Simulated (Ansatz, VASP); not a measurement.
# Hf15TaO32: VASP beside Ansatz

Wanted: the spread between two codes on one cell, functional and k mesh. The cell is taken from a series of runs on this material, whose earlier steps may have relaxed, scaled, displaced or heated it; both programs get it as it stands.

Method: plane waves, with VASP 6.6.1 beside it; single point at PBEsol, in Ansatz 0.2.0.

## (1) The starting structure

The cell holds 48 atoms: 1 Ta, 15 Hf and 32 O. Its edges and angles: a = 9.447 Å, b = 8.418 Å, c = 9.447 Å, α = 110.8°, β = 113.9°, γ = 108.2°. It derives from HfO2. Nearest the centre at fractional (0.582, 0.492, 0.367): Ta1 at 0.03 Å, O17 at 2.00 Å, O24 at 2.01 Å, O29 at 2.07 Å, O33 at 2.10 Å, O37 at 2.17 Å, O42 at 2.18 Å, O45 at 2.19 Å.

## (2) Ansatz: single point, PBEsol

Ansatz runs on its default PAW (the set named soft_2) files.

With cell and atoms fixed, the geometry can't cause a difference; cores, projectors, grids and the points listed under the comparison can.

Contents of input.yaml:

```yaml
crystal:
  lattice:
    - [-5.96735314, 5.15509311, 5.20139824]
    - [4.210368, -5.15509311, 5.15304292]
    - [5.96735314, 5.15509311, -5.20139824]
  atoms:
    - { symbol: Ta, position: [0.57849237, 0.4920788, 0.36691067], spin: 0.6 }
    - { symbol: Hf, position: [0.0822117, 0.99249795, 0.36621807] }
    - { symbol: Hf, position: [0.08222916, 0.49195984, 0.86700244] }
    - { symbol: Hf, position: [0.5814033, 0.99159887, 0.86675294] }
    - { symbol: Hf, position: [0.87255532, 0.75570417, 0.83557305] }
    - { symbol: Hf, position: [0.37533794, 0.25822536, 0.84005028] }
    - { symbol: Hf, position: [0.37431823, 0.75695166, 0.33876364] }
    - { symbol: Hf, position: [0.87418053, 0.25914109, 0.33971975] }
    - { symbol: Hf, position: [0.41850191, 0.50670395, 0.63227395] }
    - { symbol: Hf, position: [0.91804721, 0.00586297, 0.63138654] }
    - { symbol: Hf, position: [0.91751942, 0.50726108, 0.13204128] }
    - { symbol: Hf, position: [0.41880341, 0.00813239, 0.13283865] }
    - { symbol: Hf, position: [0.12321321, 0.2415722, 0.15944092] }
    - { symbol: Hf, position: [0.62652644, 0.7431088, 0.16064863] }
    - { symbol: Hf, position: [0.6257458, 0.24148516, 0.66020745] }
    - { symbol: Hf, position: [0.12571314, 0.74210276, 0.66051654] }
    - { symbol: O, position: [0.50730435, 0.45719644, 0.1221476], spin: 0.6 }
    - { symbol: O, position: [0.00427282, 0.95509559, 0.11566895] }
    - { symbol: O, position: [0.00402873, 0.45613161, 0.61814767] }
    - { symbol: O, position: [0.50350029, 0.95493689, 0.61679632] }
    - { symbol: O, position: [0.66108218, 0.7933729, 0.79893135] }
    - { symbol: O, position: [0.1618417, 0.29361325, 0.79860522] }
    - { symbol: O, position: [0.1613413, 0.79379871, 0.29611387] }
    - { symbol: O, position: [0.66207117, 0.29922161, 0.3017623], spin: 0.6 }
    - { symbol: O, position: [0.49678133, 0.54371939, 0.88401776] }
    - { symbol: O, position: [0.99860361, 0.04201577, 0.88158121] }
    - { symbol: O, position: [0.9981451, 0.54356703, 0.3823026] }
    - { symbol: O, position: [0.49692579, 0.04308817, 0.38217471] }
    - { symbol: O, position: [0.3449106, 0.21387678, 0.21111399] }
    - { symbol: O, position: [0.83968426, 0.70649501, 0.2024165] }
    - { symbol: O, position: [0.83908008, 0.20436334, 0.70275853] }
    - { symbol: O, position: [0.33920941, 0.7058809, 0.70401017] }
    - { symbol: O, position: [0.8596573, 0.70763397, 0.586697], spin: 0.6 }
    - { symbol: O, position: [0.362302, 0.21438812, 0.59519624] }
    - { symbol: O, position: [0.36225065, 0.71419989, 0.0944645] }
    - { symbol: O, position: [0.8617238, 0.21322101, 0.09343829] }
    - { symbol: O, position: [0.37984973, 0.53607085, 0.40021288] }
    - { symbol: O, position: [0.88009408, 0.03544316, 0.39745741] }
    - { symbol: O, position: [0.87942725, 0.53463832, 0.89538322] }
    - { symbol: O, position: [0.38054068, 0.03674007, 0.89889528] }
    - { symbol: O, position: [0.13704957, 0.28473573, 0.40475103] }
    - { symbol: O, position: [0.63715411, 0.78133622, 0.40361861] }
    - { symbol: O, position: [0.63811865, 0.28526172, 0.90480682] }
    - { symbol: O, position: [0.13876142, 0.78680087, 0.90596317] }
    - { symbol: O, position: [0.61831079, 0.46088398, 0.59786551] }
    - { symbol: O, position: [0.1206494, 0.96444041, 0.60232001] }
    - { symbol: O, position: [0.11936802, 0.46406719, 0.10229922] }
    - { symbol: O, position: [0.61977551, 0.96671838, 0.10431914] }
hamiltonian:
  xc: pbesol
  pseudopotentials: { kind: paw }
magnetization:
  spin_polarized: true
kpoints:
  mp_grid: { grid: [2, 2, 2] }
scf:
  occupations: { method: gaussian, width: 0.05 }
  n_extra_bands: 19
output:
  forces: true
  eigenvalues: true
  write_density: true
  write_potential: true
  elf: true
  volumetric_format: npy
```

On the command line:

```
$ ansatz run input.yaml --threads 8 --pin off --max-ram 18432MiB --backend cpu --events-out ev --progress --plain --runs-dir out
```

Numbers of over 12 decimals in the logs are rounded to 6 here.

The log of the run:

```text
Warning: the band count 317 (scf.n_extra_bands) hosts the net moment |M| = 2.4000 μB (N_el = 595) but caps the reachable moment at 2·n_bands − N_el = 39.0000 μB, below the 359 bands that the automatic rule leaves for it — a moment growing past the seed, or the majority channel's smearing tail, pins there with fewer empty majority states than that count leaves; raise or omit scf.n_extra_bands unless the cap is intended
scf.n_extra_bands = 19 over 298 filled bands (N_el = 595.0): the run solves 317 bands
Engine: ansatz 0.2.0, aarch64-unknown-linux-gnu
Pseudopotentials: kind: paw
Pseudopotential: Ta, paw, valence charge 13, recommended cutoff 420 eV (normal), Ta.paw.azcp
Pseudopotential: Hf, paw, valence charge 26, recommended cutoff 420 eV (normal), Hf.paw.azcp
Pseudopotential: O, paw, valence charge 6, recommended cutoff 420 eV (normal), O.paw.azcp
Functional definition: PBEsol
  exchange = pbesol_x
  correlation = pbesol_c
Crystal: 48 atoms, lattice volume = 542.830 Å³
Basis set: ecut = 420 eV, 10581 PW (Γ), exchange–correlation on 128×120×128 points (8 copies of the dense FFT grid, shifted against one another)
Bands: 317, of which v1, the nominal top of the filled ones, is band 298 counted from 1 (297 counted from 0)
Symmetry: 1 space group operations
Space group: P1 (ITA 1), of the structure as read, at distance tolerance 8.2e-5 Å
Magnetic group: BNS 1.1 (UNI 1), of the structure as read, at distance tolerance 8.2e-5 Å
k-points: 8
Non-local potential: Ta, projectors of the file, l = 0: 3, l = 1: 2, l = 2: 2, l = 3: 1
Non-local potential: Hf, projectors of the file, l = 0: 3, l = 1: 2, l = 2: 2, l = 3: 3
Non-local potential: O, projectors of the file, l = 0: 2, l = 1: 2, l = 2: 1
PAW form: soft (Blöchl's): semilocal exchange-correlation on the pseudo side does not see the compensation charge
PAW frozen core: Ta, regenerated for the run's functional, and the local potential with it (the file was generated under x = pbe(κ = 0.804, μ = 0.219515), c = pbe(β = 0.066725))
PAW frozen core: Hf, regenerated for the run's functional, and the local potential with it (the file was generated under x = pbe(κ = 0.804, μ = 0.219515), c = pbe(β = 0.066725))
PAW frozen core: O, regenerated for the run's functional, and the local potential with it (the file was generated under x = pbe(κ = 0.804, μ = 0.219515), c = pbe(β = 0.066725))
PAW one-centre angular grid: Ta, 590 points (default); XC on 64 Gauss nodes
PAW one-centre angular grid: Hf, 590 points (default); XC on 64 Gauss nodes
PAW one-centre angular grid: O, 110 points (default); XC on 64 Gauss nodes
Initial density: superposition of atomic densities (chi_scale 0.1, normalization cell, long waves kept (reshape's long-wave potential 0.19 eV rms))
Starting moments: Σ|m| = 2.4 μB on 4 of 48 sites
Initial wavefunctions: pseudopotential atomic-orbital guess
Functional: x = pbesol(κ = 0.804, μ = 0.123457), c = pbesol(β = 0.046)
SCF iter   1: F=—  HF=-261821.413585 eV  |F-HF|=—  |Δ(HF+E_count)|=         —  Δρ=5.28e-2 (↑5.28e-2 ↓4.62e-2)  dr2=6.42e1  dr2_m=7.04e-1  M=0.075 μB ∫|m|=0.480 μB  β_m=0.30  ethr=3.10e-3  ⟨swp⟩=5.4  Hψ=20419  notcnv=0
Mixer restart at iter 1: flushing history
preconditioner: auto → Kerker (q_TF=auto, 2.770 Å⁻¹)  [metal: Δε(μ)=0.007 eV  Ē_g=17.445 eV  σ=0.050 eV  W_gap=0.08  n_scr=202 (ndim 8)  ℏωp=37.8 eV  f_vac=0.005  D(μ)=15.77/eV (n_scr^D=110)]
spin=Collinear: Kerker preconditioning applied to the charge; magnetization (m = ρ↑ − ρ↓) channel mixes plain (no charge-response kernel on spin).
SCF iter   2: F=—  HF=-261813.264034 eV  |F-HF|=—  |Δ(HF+E_count)|=    8.15e0  Δρ=3.34e-2 (↑3.34e-2 ↓3.04e-2)  dr2=3.15e1  dr2_m=4.01e-1  M=0.075 μB ∫|m|=0.359 μB  β_m=0.52  ethr=3.10e-3  ⟨swp⟩=3.0  Hψ=10972  notcnv=0  defer=176
SCF iter   3: F=—  HF=-261810.665289 eV  |F-HF|=—  |Δ(HF+E_count)|=    2.60e0  Δρ=1.30e-2 (↑1.30e-2 ↓1.30e-2)  dr2=7.35e0  dr2_m=3.88e-2  M=0.038 μB ∫|m|=0.150 μB  β_m=0.56  ethr=3.10e-3  ⟨swp⟩=3.6  Hψ=10085  notcnv=0  defer=186
SCF iter   4: F=—  HF=-261809.308125 eV  |F-HF|=—  |Δ(HF+E_count)|=    1.36e0  Δρ=7.53e-3 (↑5.49e-3 ↓7.53e-3)  dr2=1.12e0  dr2_m=3.68e-2  M=-0.536 μB ∫|m|=0.541 μB  β_m=0.66  ethr=1.23e-3  ⟨swp⟩=3.7  Hψ=10756  notcnv=0  defer=180
SCF iter   5: F=—  HF=-261809.776587 eV  |F-HF|=—  |Δ(HF+E_count)|=   4.68e-1  Δρ=6.36e-3 (↑3.02e-3 ↓6.36e-3)  dr2=5.25e-1  dr2_m=4.99e-2  M=-0.947 μB ∫|m|=0.964 μB  β_m=0.83  ethr=1.88e-4  ⟨swp⟩=2.6  Hψ=10401  notcnv=0  defer=180
SCF iter   6: F=—  HF=-261809.690196 eV  |F-HF|=—  |Δ(HF+E_count)|=   8.64e-2  Δρ=2.71e-3 (↑1.98e-3 ↓2.71e-3)  dr2=6.29e-2  dr2_m=1.78e-2  M=-1.000 μB ∫|m|=1.093 μB  β_m=0.79  ethr=8.82e-5  ⟨swp⟩=3.8  Hψ=10217  notcnv=0  defer=184
[...]
k-point 2 ↑: bands = [... 294 lower, 13.7597, 14.0348, 14.0651, 18.2229, 18.3229, 18.5886, 18.7191, 18.8536, ... 15 higher]
  k-point 7 ↓: bands = [... 294 lower, 13.7127, 13.7448, 14.0760, 17.7150, 18.1280, 18.3940, 18.7164, 18.7816, ... 15 higher]
```

## (3) VASP: single point, PBEsol

The same cell, functional, mesh and smearing now go to VASP, with its own data sets and cutoff.

Lines of VASP's logs that name or quote its potential files are left out, and so is its time.

Contents of INCAR:

```
SYSTEM = Hf15TaO32
PREC = Accurate
ENCUT = 520
EDIFF = 1E-05
NELM = 100
ISMEAR = 0
SIGMA = 0.05
LREAL = Auto
ALGO = Fast
GGA = PS
NBANDS = 216
ISPIN = 2
MAGMOM = -0.27 -0 -0 -0 -0.01 -0.01 -0 -0.01 -0.01 -0 -0 -0 -0.01 -0.01 -0.01 -0.01 -0.01 -0 -0 -0 -0 -0 -0 -0 0 -0 0 -0 0 -0 0 -0 -0.01 -0 -0 -0 -0.02 -0 -0 -0 -0 -0.01 -0 -0 -0.01 -0 -0 -0
LASPH = .TRUE.
LMAXMIX = 4
LORBIT = 11
LWAVE = .FALSE.
LCHARG = .FALSE.
NCORE = 8
ISIF = 2
```

Contents of POSCAR:

```
Hf15TaO32
1.0
   -5.9673531400      5.1550931100      5.2013982400
    4.2103680000     -5.1550931100      5.1530429200
    5.9673531400      5.1550931100     -5.2013982400
Ta Hf O
1 15 32
Direct
    0.5784923700      0.4920788000      0.3669106700
    0.0822117000      0.9924979500      0.3662180700
    0.0822291600      0.4919598400      0.8670024400
    0.5814033000      0.9915988700      0.8667529400
    0.8725553200      0.7557041700      0.8355730500
    0.3753379400      0.2582253600      0.8400502800
    0.3743182300      0.7569516600      0.3387636400
    0.8741805300      0.2591410900      0.3397197500
    0.4185019100      0.5067039500      0.6322739500
    0.9180472100      0.0058629700      0.6313865400
    0.9175194200      0.5072610800      0.1320412800
    0.4188034100      0.0081323900      0.1328386500
    0.1232132100      0.2415722000      0.1594409200
    0.6265264400      0.7431088000      0.1606486300
    0.6257458000      0.2414851600      0.6602074500
    0.1257131400      0.7421027600      0.6605165400
    0.5073043500      0.4571964400      0.1221476000
    0.0042728200      0.9550955900      0.1156689500
    0.0040287300      0.4561316100      0.6181476700
    0.5035002900      0.9549368900      0.6167963200
    0.6610821800      0.7933729000      0.7989313500
    0.1618417000      0.2936132500      0.7986052200
    0.1613413000      0.7937987100      0.2961138700
    0.6620711700      0.2992216100      0.3017623000
    0.4967813300      0.5437193900      0.8840177600
    0.9986036100      0.0420157700      0.8815812100
    0.9981451000      0.5435670300      0.3823026000
    0.4969257900      0.0430881700      0.3821747100
    0.3449106000      0.2138767800      0.2111139900
    0.8396842600      0.7064950100      0.2024165000
    0.8390800800      0.2043633400      0.7027585300
    0.3392094100      0.7058809000      0.7040101700
    0.8596573000      0.7076339700      0.5866970000
    0.3623020000      0.2143881200      0.5951962400
    0.3622506500      0.7141998900      0.0944645000
    0.8617238000      0.2132210100      0.0934382900
    0.3798497300      0.5360708500      0.4002128800
    0.8800940800      0.0354431600      0.3974574100
    0.8794272500      0.5346383200      0.8953832200
    0.3805406800      0.0367400700      0.8988952800
    0.1370495700      0.2847357300      0.4047510300
    0.6371541100      0.7813362200      0.4036186100
    0.6381186500      0.2852617200      0.9048068200
    0.1387614200      0.7868008700      0.9059631700
    0.6183107900      0.4608839800      0.5978655100
    0.1206494000      0.9644404100      0.6023200100
    0.1193680200      0.4640671900      0.1022992200
    0.6197755100      0.9667183800      0.1043191400
```

Contents of KPOINTS:

```
Automatic mesh
0
Gamma
2 2 2
0 0 0
```

The projector-augmented-wave data sets are Ta_pv, Hf_pv and O (PBE family, release 64).

On the command line:

```
$ mpirun -np 8 vasp_std
```

The log of the run:

```text
[banner, memory and clock lines left out]
running    8 mpi-ranks, on    1 nodes
[...]
|                                                                             |
|           W    W    AA    RRRRR   N    N  II  N    N   GGGG   !!!           |
|           W    W   A  A   R    R  NN   N  II  NN   N  G    G  !!!           |
|           W    W  A    A  R    R  N N  N  II  N N  N  G       !!!           |
|           W WW W  AAAAAA  RRRRR   N  N N  II  N  N N  G  GGG   !            |
|           WW  WW  A    A  R   R   N   NN  II  N   NN  G    G                |
|           W    W  A    A  R    R  N    N  II  N    N   GGGG   !!!           |
|                                                                             |
|     For optimal performance we recommend to set                             |
|       NCORE = 2 up to number-of-cores-per-socket                            |
|     NCORE specifies how many cores store one orbital (NPAR=cpu/NCORE).      |
|     This setting can greatly improve the performance of VASP for DFT.       |
[...]
|                                                                             |
|     You enforced a specific xc type in the INCAR file but a different       |
|     [... a line on the potential file left out ...]
|     I HOPE YOU KNOW WHAT YOU ARE DOING!                                     |
|                                                                             |

 LDA part: xc-table for (Slater+PW92), standard interpolation
 POSCAR, INCAR and KPOINTS ok, starting setup
[...]
entering main loop
       N       E                     dE             d eps       ncg     rms          rms(c)
DAV:   1     0.253112786591E+04    0.25311E+04   -0.19946E+05  6912   0.164E+03
DAV:   2    -0.378125341453E+03   -0.29093E+04   -0.27928E+04  8336   0.442E+02
DAV:   3    -0.581803256450E+03   -0.20368E+03   -0.20218E+03  8072   0.106E+02
DAV:   4    -0.585954103884E+03   -0.41508E+01   -0.41312E+01  8112   0.158E+01
[...]
RMM:  15    -0.508019181785E+03   -0.11412E-03   -0.41200E-04  8558   0.332E-02    0.957E-02
RMM:  16    -0.508019183901E+03   -0.21154E-05   -0.17272E-04  7380   0.229E-02    0.535E-02
RMM:  17    -0.508019180644E+03    0.32572E-05   -0.81149E-05  7073   0.134E-02
   1 F= -.50801918E+03 E0= -.50801876E+03  d E =-.849271E-03  mag=    -0.9985
```

Parts of OUTCAR (step 3):

```text
  Total       -5.0100479     -4.5777163     -2.3323911     -1.1811591     -0.1673788     -1.2865063
  in kB      -14.7873040    -13.5112646     -6.8841210     -3.4862259     -0.4940235     -3.7971614
  external PRESSURE =     -11.7275632 kB  Pullay stress =       0.0000000 kB

 POSITION                                       TOTAL-FORCE (eV/Angst)
 -----------------------------------------------------------------------------------
      0.80925      2.33693      3.63622        -0.035214      0.008966      0.028731
      5.87355     -2.80472      3.63715        -0.057500      0.020420      0.006059
      6.75435      2.35728     -1.54683        -0.042229      0.011137      0.008875
      5.87778      2.35360      3.62553        -0.062530      0.003194      0.003547
      2.96111      4.90984      4.08654        -0.011030     -0.002379     -0.004908
      3.86033      4.93426     -1.08651         0.044290      0.051998     -0.063872
      2.97488     -0.22615      4.08554         0.036812      0.041658     -0.039460
     -2.09824      4.92187      4.11531         0.091074      0.028813     -0.021415
      3.40906      2.80474      1.49915         0.091460     -0.028161     -0.003914
     -1.68592      7.95725      1.52125         0.117535     -0.016329     -0.016625
     -2.55147      2.79561      6.69952         0.066380      0.008788      0.004402
     -1.67221      2.80184      1.52932         0.059923     -0.009610     -0.020200
      1.23329      0.21178      1.05640        -0.068255     -0.013984      0.041005
      0.34870      0.22717      6.25249        -0.015283     -0.061027      0.016191
[...]
-----------------------------------------------------------------------------------
    total drift:                                0.007005     -0.000289     -0.000734

  FREE ENERGIE OF THE ION-ELECTRON SYSTEM (eV)
  ---------------------------------------------------
  free  energy   TOTEN  =      -508.0191806435 eV

  energy  without entropy=     -508.0183313724  energy(sigma->0) =     -508.01875601

 magnetization (x)
# of ion       s       p       d       tot
------------------------------------------
    1       -0.005  -0.006  -0.506  -0.516
    2       -0.000  -0.000  -0.002  -0.002
    3       -0.000  -0.001  -0.003  -0.004
    4       -0.000  -0.000  -0.009  -0.009
    5       -0.000  -0.001  -0.021  -0.023
    6       -0.001  -0.001  -0.015  -0.016
    7       -0.000  -0.000  -0.005  -0.005
    8       -0.001  -0.002  -0.026  -0.029
    9       -0.002  -0.001  -0.026  -0.029
   10       -0.000  -0.001  -0.008  -0.010
   11       -0.000  -0.000  -0.003  -0.003
   12       -0.000  -0.001  -0.007  -0.008
   13       -0.001  -0.002  -0.023  -0.025
[...]
--------------------------------------------------
tot         -0.013  -0.062  -0.695  -0.770

[... 1 further part left out ...]
```

Harder data sets than Hf_pv exist (the GW ones), and pressures, volumes and forces can shift noticeably with them.

## (4) Comparison

Known differences besides the potentials themselves: VASP starts from the moments at which Ansatz ended; the data sets hold 595 valence electrons in Ansatz (default PAW (the set named soft_2) files) and 353 in VASP; the cutoff is 420 eV in Ansatz and 520 eV in VASP (PREC = Accurate, projectors in real space); Ansatz makes its cores anew for this functional, VASP keeps those of its PBE data sets; site moments are counted in spheres of each program's own size. Total energies have different zeros and are not compared.

Compared:

```
              quantity  Ansatz   VASP  difference
gap on the k mesh (eV)   0.160  0.147      +0.013
     total moment (μB)   -1.00  -1.00        0.00
    moment on Ta1 (μB)   -0.28  -0.52       +0.24
```

Forces on 7 of the 48 atoms, those with the largest forces and the largest differences (eV/Å; atoms numbered as in POSCAR):

```
atom          Ansatz x, y, z           VASP x, y, z
 Hf6    0.017, 0.068, -0.125   0.044, 0.052, -0.064
 Hf7   -0.008, 0.058, -0.098   0.037, 0.042, -0.039
Hf10   0.075, -0.026, -0.087  0.118, -0.016, -0.017
Hf13   -0.039, -0.019, 0.115  -0.068, -0.014, 0.041
 O17    0.055, 0.102, -0.092  -0.048, -0.039, 0.013
 O24    0.111, -0.052, 0.076   -0.055, 0.039, 0.009
 O33  -0.077, -0.088, -0.107   0.008, 0.014, -0.007
```

The forces differ by 46 meV/Å r.m.s., which is 154.0 % of the r.m.s. force of 0.03 eV/Å (both taken over all components). A gap on the mesh is an upper bound, since the band edges may lie between its points; neither run holds spin-orbit coupling, which can move the band edges of a compound of Ta. The total moments and the pattern agree; the site moments differ because the programs count them in spheres of different size.

## (5) What the set-up changes

Further runs change the set-up of one program: Ansatz's method, potentials or start, or VASP's data sets, cutoff or form of LDA. The table gives Ansatz less VASP for each quantity, since a change that brings one quantity closer may part another.

```
                                                                       run  r.m.s. force difference (meV/Å)  gap on the k mesh (eV)  total moment (μB)
                                                                  as above                               46                   0.013            -2.4e-4
VASP with the data sets Ta_sv_GW, Hf_sv_GW and O_GW and a cutoff of 670 eV                               14                 -0.0014            -4.0e-5
      VASP with the data sets Ta_pv, Hf_pv and O_h and a cutoff of 1230 eV                               76                   0.016            -8.4e-4
```

## (6) Summary of results

| Property | Result |
| --- | --- |
| r.m.s. force difference (single point, PBEsol) | 46 meV/Å |

In words: The r.m.s. force difference is 46 meV/Å (single point, PBEsol), beyond the 12 meV/Å picked in this series as the mark of a large difference. Single point, PBEsol, VASP with the data sets Ta_sv_GW, Hf_sv_GW and O_GW and a cutoff of 670 eV: r.m.s. force difference goes from 46 to 14 meV/Å; the difference in gap on the k mesh goes from 0.013 to -0.0014 eV; the difference in total moment goes from -2.4e-4 to -4.0e-5 μB. Single point, PBEsol, VASP with the data sets Ta_pv, Hf_pv and O_h and a cutoff of 1230 eV: r.m.s. force difference goes from 46 to 76 meV/Å; the difference in total moment goes from -2.4e-4 to -8.4e-4 μB. How closely two codes agree says nothing of how well the functional describes the real material.

[Lines on the potential files, build, host, timing and source positions are cut from VASP's logs without a mark.]

[Logs are printed without paths, hosts, clocks, repeated set-up lines and the standing remarks that a program may print on its own settings, such as how far it seeks lower states.]

[Hosts, paths, dates, database ids (printed as entryN), source tags and the programs' standing remarks are cut or masked in the printed files.]
